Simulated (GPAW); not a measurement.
## CdTe in GPAW: the effect of functional

The system is CdTe.

```
Te Cd
1.0
     0.00000    3.20500    3.20500
     3.20500    0.00000    3.20500
     3.20500    3.20500    0.00000
Te Cd
1 1
Cartesian
  4.8075 4.8075 4.8075
  0.0000 0.0000 0.0000
```

Alike in all runs:

```yaml
Program: GPAW 26.7.0
Task: dielectric tensor
Cutoff: 450 eV
Basis: pw
k_mesh: 6 × 6 × 6
Occupations: fermi-dirac, width 0.001 eV
Spin: no spin polarisation
```

```csv
functional,potentials or basis,dielectric constant (mean)
LDA,the program's PAW data sets (release 1.2.1) made for this functional,8.85
AM05,PAW data sets generated in the run's folder for this functional,7.91
PBEsol,PAW data sets generated in the run's folder for this functional,8.26
PBE,GPAW PAW data sets (gpaw-data 1.2.1),7.84
RPBE,the program's PAW data sets (release 1.2.1) made for this functional,7.38
GLLB-SC,the program's PAW data sets (release 1.2.1) made for this functional,?
```

Problem. What does the run with functional GLLB-SC give?

Solution. Dielectric constant 7.15 mean.

Caveats: the long-wavelength limit can be off by several per cent where d states take part; a model potential gives levels but no total energy (some runs); response on these states lacks terms of the Hamiltonian (some runs).
